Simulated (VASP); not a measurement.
# Cd (R-3m) in VASP: notebook

The runs below take Cd through single point, with PBE.

All numbers are computed with VASP 6.6.1; they aren't measurements. Logs are shortened: lines on timing, memory, paths and dates and some standing lists are left out, and cuts for length are marked.

## 1. Starting point

Symmetry: R-3m, No. 166, trigonal system. Conventional cell: a = 3.216 Å, b = 3.216 Å, c = 7.348 Å, α = 90.00°, β = 90.00°, γ = 120.00°. Cd (site symmetry -3m) is surrounded by 12 Cd at 3.07 to 3.22 Å.

This isn't the form of Cd at room conditions, which is hcp.

## 2. Single point, PBE

Input file INCAR:

```
SYSTEM = Cd
  ALGO = Fast
  EDIFF = 1E-7
  ENCUT = 520
  GGA = PE
  ISIF = 2
  ISMEAR = 0
  LASPH = .TRUE.
  LCHARG = .FALSE.
  LREAL = .FALSE.
  LWAVE = .FALSE.
  NBANDS = 12
  NELM = 100
  PREC = Accurate
  SIGMA = 0.15
```

Input file KPOINTS:

```
k-points
0
G
  18 18 18
  0 0 0
```

Input file POSCAR:

```
Cd
1.0
    1.6080291515      0.9283960635      2.4492874100
   -1.6080291515      0.9283960635      2.4492874100
    0.0000000000     -1.8567921270      2.4492874100
Cd
1
Direct
    0.0000000000      0.0000000000      0.0000000000
```

Potentials or basis: VASP PAW PBE potentials, release 64 (Cd).

Started as:

```
cat potpaw_PBE.64/Cd/POTCAR > POTCAR
mpirun -np 1 vasp_std > vasp.out
```

OUTCAR:

```text
SYSTEM = Cd
   EDIFF = 1E-7
   ENCUT = 520
   GGA = PE
   ISIF = 2
   ISMEAR = 0
   LASPH = .TRUE.
   LREAL = .FALSE.
   NELM = 100
   PREC = Accurate

 ion  position               nearest neighbor table
   1  0.000  0.000  0.000-

  LATTYP: Found a trigonal (rhomboedric) cell.
 ALAT       =     3.0735461310
 COS(alpha) =     0.4525576903

  Lattice vectors:

 A1 = (   1.6080291515,   0.9283960635,   2.4492874100)
 A2 = (  -1.6080291515,   0.9283960635,   2.4492874100)
 A3 = (   0.0000000000,  -1.8567921270,   2.4492874100)

Analysis of symmetry for initial positions (statically):
=====================================================================
 Subroutine PRICEL returns:
 Original cell was already a primitive cell.

 Routine SETGRP: Setting up the symmetry group for a
 trigonal (rhombohedral) supercell.

 Subroutine GETGRP returns: Found 12 space group operations
 (whereof 12 operations were pure point group operations)
 out of a pool of 12 trial point group operations.

The static configuration has the point symmetry D_3d.

Analysis of symmetry for dynamics (positions and initial velocities):
=====================================================================
 Subroutine PRICEL returns:
 Original cell was already a primitive cell.

 Routine SETGRP: Setting up the symmetry group for a
 trigonal (rhombohedral) supercell.

 Subroutine GETGRP returns: Found 12 space group operations
 (whereof 12 operations were pure point group operations)
 out of a pool of 12 trial point group operations.

The dynamic configuration has the point symmetry D_3d.

 Subroutine INISYM returns: Found 12 space group operations
 (whereof 12 operations are pure point group operations),
 and found     1 'primitive' translations

----------------------------------------------------------------------------------------

                                     Primitive cell

  volume of cell :      21.9391

  direct lattice vectors                    reciprocal lattice vectors
     1.608029152  0.928396064  2.449287410     0.310939637  0.179521083  0.136094005
    -1.608029152  0.928396064  2.449287410    -0.310939637  0.179521083  0.136094005
     0.000000000 -1.856792127  2.449287410     0.000000000 -0.359042166  0.136094005

  length of vectors
     3.073546131  3.073546131  3.073546131     0.383969862  0.383969862  0.383969862

  position of ions in fractional coordinates (direct lattice)
     0.000000000  0.000000000  0.000000000

  ion indices of the primitive-cell ions
   primitive index   ion index
                 1           1

----------------------------------------------------------------------------------------

 KPOINTS: k-points

Automatic generation of k-mesh.
 Grid dimensions read from file:
 generate k-points for:   18   18   18

 Generating k-lattice:

  Cartesian coordinates                     Fractional coordinates (reciprocal lattice)
     0.017274424  0.009973393  0.007560778     0.055555556  0.000000000  0.000000000
    -0.017274424  0.009973393  0.007560778     0.000000000  0.055555556  0.000000000
     0.000000000 -0.019946787  0.007560778     0.000000000  0.000000000  0.055555556

  Length of vectors
     0.021331659  0.021331659  0.021331659

  Shift w.r.t. Gamma in fractional coordinates (k-lattice)
     0.000000000  0.000000000  0.000000000

 Subroutine IBZKPT returns following result:
 ===========================================

 Found    580 irreducible k-points:

 Following reciprocal coordinates:
            Coordinates               Weight
  0.000000  0.000000  0.000000      1.000000
  0.055556 -0.000000  0.000000      6.000000
  0.111111 -0.000000  0.000000      6.000000
  0.166667 -0.000000  0.000000      6.000000
  0.222222 -0.000000  0.000000      6.000000
  0.277778  0.000000  0.000000      6.000000
[... 16 lines left out ...]
 -0.277778  0.055556 -0.000000     12.000000
 -0.222222  0.055556  0.000000     12.000000
 [... further k-points ...]
   k-points           NKPTS =    580   k-points in BZ     NKDIM =    580   number of bands    NBANDS=     12
   number of dos      NEDOS =    301   number of ions     NIONS =      1
   total plane-waves  NPLWV =  13824
   dimension x,y,z NGX =    24 NGY =   24 NGZ =   24
   dimension x,y,z NGXF=    48 NGYF=   48 NGZF=   48
   ions per type =               1
   NGX,Y,Z   is equivalent  to a cutoff of  12.98, 12.98, 12.98 a.u.
   NGXF,Y,Z  is equivalent  to a cutoff of  25.96, 25.96, 25.96 a.u.
 SYSTEM =  Cd
   PREC   = accura    normal or accurate (medium, high low for compatibility)
   ISTART =      0    job   : 0-new  1-cont  2-samecut
   ICHARG =      2    charge: 1-file 2-atom 10-const
   ISPIN  =      1    spin polarized calculation?
   LNONCOLLINEAR =      F non collinear calculations
   LSORBIT =      F    spin-orbit coupling
   LASPH  =      T    aspherical Exc in radial PAW
   ENCUT  =  520.0 eV  38.22 Ry    6.18 a.u.   5.71  5.71  5.71*2*pi/ulx,y,z
   NELM   =    100;   NELMIN=  2; NELMDL= -5     # of ELM steps
   EDIFF  = 0.1E-06   stopping-criterion for ELM
   LREAL  =      F    real-space projection
   EDIFFG = 0.1E-05   stopping-criterion for IOM
   NSW    =      0    number of steps for IOM
   IBRION =     -1    ionic relax: 0-MD 1-quasi-New 2-CG
   NFREE  =      0    steps in history (QN), initial steepest desc. (CG)
   ISIF   =      2    stress and relaxation
   ISYM   =      2    0-nonsym 1-usesym 2-fastsym
   POTIM  = 0.5000    time-step for ionic-motion
   TEBEG  =    0.0;   TEEND  =   0.0 temperature during run
   PSTRESS=    0.0 pullay stress
   NELECT =      12.0000    total number of electrons
   NUPDOWN=      -1.0000    fix difference up-down
   EMIN   =  10.00;   EMAX   =-10.00  energy-range for DOS
   EFERMI =   0.00;   METHOD = LEGACY
   ISMEAR =     0;   SIGMA  =   0.15  broadening in eV -4-tet -1-fermi 0-gaus
   EFERMI_NEDOS =   21; number of points for ismear=-14 and -15
   IALGO  =     68    algorithm
   IMIX   =      4    mixing-type and parameters
     AMIX     =   0.40;   BMIX     =  1.00
     AMIX_MAG =   1.60;   BMIX_MAG =  1.00
  volume/ion in A,a.u.               =      21.94       148.05
  Fermi-wavevector in a.u.,A,eV,Ry     =   1.338842  2.530044 24.388398  1.792497
  Thomas-Fermi vector in A             =   2.467280
   LORBIT       =      0    0 simple, 1 ext, 2 COOP (PROOUT), +10 PAW based schemes
   GGA     = PE    functional components
   LHFCALC =     F    Hartree Fock is set to
   AEXX    =    0.0000 exact exchange contribution
   IVDW    =     0    specifies the selected vdW correction
   LEPSILON=     F    determine dielectric tensor
   LRPA    =     F    only Hartree local field effects (RPA)
 non-spin polarized calculation
 RMM-DIIS sequential band-by-band and
 Gauss-broadening in eV      SIGMA  =   0.15
  energy-cutoff  :      520.00
  volume of cell :       21.94
 maximum number of plane-waves:       604
   NGX = 11   NGY = 11   NGZ = 11

 number of electron      11.9999997 magnetization

 Free energy of the ion-electron system (eV)
  ---------------------------------------------------
  ext. energy  EPLUGINS =         0.00000000
  ---------------------------------------------------
  free energy    TOTEN  =        -0.73569652 eV

  energy without entropy =       -0.73183711  energy(sigma->0) =       -0.73376681

 E-fermi :   2.7844     XC(G=0): -10.9568

 val. band max:        2.7622571078   @ k =  -0.3333   0.4444   0.0556
 cond. band min:       2.7867891218   @ k =  -0.4444   0.1667   0.1667
 fundamental gap:      0.0245320140
 Fermi energy:         2.7844390427

 k-point     1 :       0.0000    0.0000    0.0000
  band No.  band energies     occupation
      1      -6.4237      2.00000
      2      -6.4237      2.00000
      3      -6.2138      2.00000
      4      -5.9272      2.00000
      5      -5.8631      2.00000
      6      -5.8631      2.00000
      7      16.2864      0.00000
      8      16.9477      0.00000
      9      16.9477      0.00000
     10      19.7876      0.00000
     11      20.4389      0.00000
     12      20.4390      0.00000

 k-point     2 :       0.0556   -0.0000    0.0000
  band No.  band energies     occupation
      1      -6.4244      2.00000
      2      -6.4158      2.00000
      3      -6.2045      2.00000
      4      -5.8671      2.00000
      5      -5.8651      2.00000
      6      -5.8487      2.00000
      7      15.6307      0.00000
      8      16.5212      0.00000
      9      16.8602      0.00000
     10      19.5632      0.00000
     11      20.6215      0.00000
     12      20.9726      0.00000

 k-point     3 :       0.1111   -0.0000    0.0000
  band No.  band energies     occupation
      1      -6.4441      2.00000
      2      -6.3960      2.00000
      3      -6.1732      2.00000
      4      -5.8696      2.00000
      5      -5.8674      2.00000
      6      -5.6080      2.00000
      7      13.7313      0.00000
      8      16.4381      0.00000
      9      16.6418      0.00000
     10      19.1919      0.00000
     11      21.1053      0.00000
     12      21.1414      0.00000
[... 286 lines left out ...]
 k-point    23 :      -0.2778    0.0556   -0.0000
  band No.  band energies     occupation
      1      -6.6479      2.00000
      2      -6.3811      2.00000
      3      -6.1209      2.00000
      4      -5.7737      2.00000
      5      -5.7232      2.00000
      6      -3.4866      2.00000
      7       7.1049      0.00000
      8      13.9879      0.00000
      9      16.5470      0.00000
     10      18.1935      0.00000
     11      19.8005      0.00000
     12      20.9301      0.00000

 k-point    24 :      -0.2222    0.0556    0.0000
  band No.  band energies     occupation
      1      -6.5732      2.00000
      2      -6.3654      2.00000
      3      -6.1071      2.00000
      4      -5.8487      2.00000
      5      -5.7949      2.00000
      6      -4.2907      2.00000
      7       9.0498      0.00000
      8      14.1484      0.00000
      9      16.8971      0.00000
     10      18.9068      0.00000
     11      20.1515      0.00000
     12      20.9627      0.00000

 [... further k-points ...]

------------------------ aborting loop because EDIFF is reached ----------------------------------------

  FORCE on cell =-STRESS in cart. coord.  units (eV):
  Direction    XX          YY          ZZ          XY          YZ          ZX
  --------------------------------------------------------------------------------------
  -------------------------------------------------------------------------------------
  Total        0.3092851      0.3092851      0.3245026      0.0000000     -0.0000000      0.0000000
  in kB       22.5866260     22.5866260     23.6979355      0.0000000     -0.0000000      0.0000000
  external PRESSURE =      22.9570625 kB  Pullay stress =       0.0000000 kB

 VOLUME and BASIS-vectors are now :
 -----------------------------------------------------------------------------
  energy-cutoff  :      520.00
  volume of cell :       21.94
      direct lattice vectors                 reciprocal lattice vectors
     1.608029152  0.928396064  2.449287410     0.310939637  0.179521083  0.136094005
    -1.608029152  0.928396064  2.449287410    -0.310939637  0.179521083  0.136094005
     0.000000000 -1.856792127  2.449287410     0.000000000 -0.359042166  0.136094005

 POSITION                                       TOTAL-FORCE (eV/Angst)
 -----------------------------------------------------------------------------------
      0.00000      0.00000      0.00000        -0.000000      0.000000      0.000000
 -----------------------------------------------------------------------------------
    total drift:                               -0.000000     -0.000000     -0.000000

  FREE ENERGIE OF THE ION-ELECTRON SYSTEM (eV)
  ---------------------------------------------------
  free  energy   TOTEN  =        -0.7356965186 eV

  energy  without entropy=       -0.7318371073  energy(sigma->0) =       -0.73376681
```

It took 98 s on 1 thread of AMD EPYC 7R13 (Zen 3), shared host; peak memory 0.23 GiB.

Results:

```
Free energy            : -0.7357 eV
Pressure               : 2.3 GPa
Band gap on the k mesh : none (metal or under the smearing width)
```

Levels at points of the mesh, in eV from the Fermi level:
| k point | band 3 | band 4 | band 5 | band 6 | band 7 | band 8 | band 9 | band 10 |
| --- | --- | --- | --- | --- | --- | --- | --- | --- |
| (0.00, 0.00, 0.00) | -9.00 | -8.71 | -8.65 | -8.65 | 13.50 | 14.16 | 14.16 | 17.00 |
| (0.50, 0.00, 0.00) | -8.97 | -8.38 | -8.25 | -2.40 | -1.58 | 12.49 | 12.58 | 14.03 |
| (0.50, 0.50, 0.00) | -8.35 | -8.21 | -8.17 | -0.76 | 1.41 | 6.07 | 7.59 | 10.33 |
| (0.50, 0.50, 0.50) | -9.13 | -8.24 | -8.24 | -1.90 | -0.44 | 11.50 | 11.50 | 12.39 |

## 3. Single point, PBE

Input file INCAR:

```
PREC = Accurate ; ENCUT = 520
EDIFF = 1E-7 ; ISMEAR = 0
SIGMA = 0.15 ; LREAL = F
LASPH = T ; NELM = 100
ALGO = Fast ; ISIF = 2
LWAVE = F ; LCHARG = T
GGA = PE ; LELF = T
LVHAR = T ; NBANDS = 12
```

Input file KPOINTS:

```
Automatic mesh
0
Gamma
  21 21 21
```

POSCAR is that of step 2.

Potentials or basis: VASP PAW PBE potentials, release 64 (Cd).

Started as:

```
cat potpaw_PBE.64/Cd/POTCAR > POTCAR
mpirun -np 1 vasp_std > vasp.out
```

OUTCAR:

```text
PREC = Accurate
   ENCUT = 520
   EDIFF = 1E-7
   ISMEAR = 0
   LREAL = F
   LASPH = T
   NELM = 100
   ISIF = 2
   GGA = PE

 ion  position               nearest neighbor table
   1  0.000  0.000  0.000-

  LATTYP: Found a trigonal (rhomboedric) cell.
 ALAT       =     3.0735461310
 COS(alpha) =     0.4525576903

  Lattice vectors:

 A1 = (   1.6080291515,   0.9283960635,   2.4492874100)
 A2 = (  -1.6080291515,   0.9283960635,   2.4492874100)
 A3 = (   0.0000000000,  -1.8567921270,   2.4492874100)

Analysis of symmetry for initial positions (statically):
=====================================================================
 Subroutine PRICEL returns:
 Original cell was already a primitive cell.

 Routine SETGRP: Setting up the symmetry group for a
 trigonal (rhombohedral) supercell.

 Subroutine GETGRP returns: Found 12 space group operations
 (whereof 12 operations were pure point group operations)
 out of a pool of 12 trial point group operations.

The static configuration has the point symmetry D_3d.

[... 167 lines left out ...]
 k-point     1 :       0.0000    0.0000    0.0000
  band No.  band energies     occupation
      1      -6.4234      2.00000
      2      -6.4234      2.00000
      3      -6.2135      2.00000
      4      -5.9271      2.00000
      5      -5.8628      2.00000
      6      -5.8628      2.00000
      7      16.2865      0.00000
      8      16.9477      0.00000
      9      16.9477      0.00000
     10      19.7877      0.00000
     11      20.4390      0.00000
     12      20.4391      0.00000
[... 331 lines left out ...]
 k-point    24 :      -0.3810    0.0476   -0.0000
  band No.  band energies     occupation
      1      -6.7677      2.00000
      2      -6.4275      2.00000
      3      -6.1622      2.00000
      4      -5.6540      2.00000
      5      -5.5601      2.00000
      6      -1.6482      2.00000
      7       3.8357      0.00000
      8      14.2272      0.00000
      9      15.7553      0.00000
     10      17.1596      0.00000
     11      19.4456      0.00000
     12      20.5875      0.00000

 [... further k-points ...]

------------------------ aborting loop because EDIFF is reached ----------------------------------------

  FORCE on cell =-STRESS in cart. coord.  units (eV):
  Direction    XX          YY          ZZ          XY          YZ          ZX
  --------------------------------------------------------------------------------------
  -------------------------------------------------------------------------------------
  Total        0.3178687      0.3178687      0.3171511      0.0000000     -0.0000000      0.0000000
  in kB       23.2134733     23.2134733     23.1610668      0.0000000     -0.0000000      0.0000000
  external PRESSURE =      23.1960045 kB  Pullay stress =       0.0000000 kB

 VOLUME and BASIS-vectors are now :
 -----------------------------------------------------------------------------
  energy-cutoff  :      520.00
  volume of cell :       21.94
      direct lattice vectors                 reciprocal lattice vectors
     1.608029152  0.928396064  2.449287410     0.310939637  0.179521083  0.136094005
    -1.608029152  0.928396064  2.449287410    -0.310939637  0.179521083  0.136094005
     0.000000000 -1.856792127  2.449287410     0.000000000 -0.359042166  0.136094005

 POSITION                                       TOTAL-FORCE (eV/Angst)
 -----------------------------------------------------------------------------------
      0.00000      0.00000      0.00000        -0.000000     -0.000000      0.000000
 -----------------------------------------------------------------------------------
    total drift:                                0.000000     -0.000000      0.000000

  FREE ENERGIE OF THE ION-ELECTRON SYSTEM (eV)
  ---------------------------------------------------
  free  energy   TOTEN  =        -0.7348838979 eV

  energy  without entropy=       -0.7302990943  energy(sigma->0) =       -0.73259150
```

OSZICAR:

```text
N       E                     dE             d eps       ncg     rms          rms(c)
DAV:   1     0.701486099480E+02    0.70149E+02   -0.70317E+03 22880   0.995E+02
DAV:   2     0.500479771863E+00   -0.69648E+02   -0.66076E+02 23164   0.237E+02
DAV:   3    -0.778727851380E+00   -0.12792E+01   -0.12785E+01 25572   0.361E+01
DAV:   4    -0.780312525865E+00   -0.15847E-02   -0.15846E-02 23700   0.125E+00
DAV:   5    -0.780316283111E+00   -0.37572E-05   -0.37570E-05 25660   0.611E-02    0.305E+00
RMM:   6    -0.736639663260E+00    0.43677E-01   -0.78706E-02 21943   0.297E+00    0.244E+00
RMM:   7    -0.734665983415E+00    0.19737E-02   -0.63966E-03 22780   0.748E-01    0.122E+00
RMM:   8    -0.734846663267E+00   -0.18068E-03   -0.16305E-03 22886   0.603E-01    0.805E-02
RMM:   9    -0.734876014440E+00   -0.29351E-04   -0.73331E-05 24080   0.988E-02    0.448E-02
RMM:  10    -0.734884375090E+00   -0.83606E-05   -0.25818E-05 23723   0.744E-02    0.839E-03
RMM:  11    -0.734883882793E+00    0.49230E-06   -0.23793E-06 24443   0.165E-02    0.380E-03
RMM:  12    -0.734883897942E+00   -0.15149E-07   -0.18810E-07 19048   0.610E-03
   1 F= -.73488390E+00 E0= -.73259150E+00  d E =-.458480E-02
```

stdout:

```text
POSCAR found type information on POSCAR Cd
 POSCAR found :  1 types and       1 ions
 scaLAPACK will be used
 LDA part: xc-table for (Slater+PW92), standard interpolation
 POSCAR, INCAR and KPOINTS ok, starting setup
 FFT: planning ... GRIDC
 FFT: planning ... GRID_SOFT
 FFT: planning ... GRID
 WAVECAR not read
 entering main loop
```

Wall time 2.5 min (1 thread of AMD EPYC 7R13 (Zen 3), shared host); peak memory 0.3 GiB.

What came out:

| Item | Value |
| --- | --- |
| Free energy | -0.7349 eV |
| Pressure | 2.3 GPa |
| Band gap on the k mesh | none (metal or under the smearing width) |
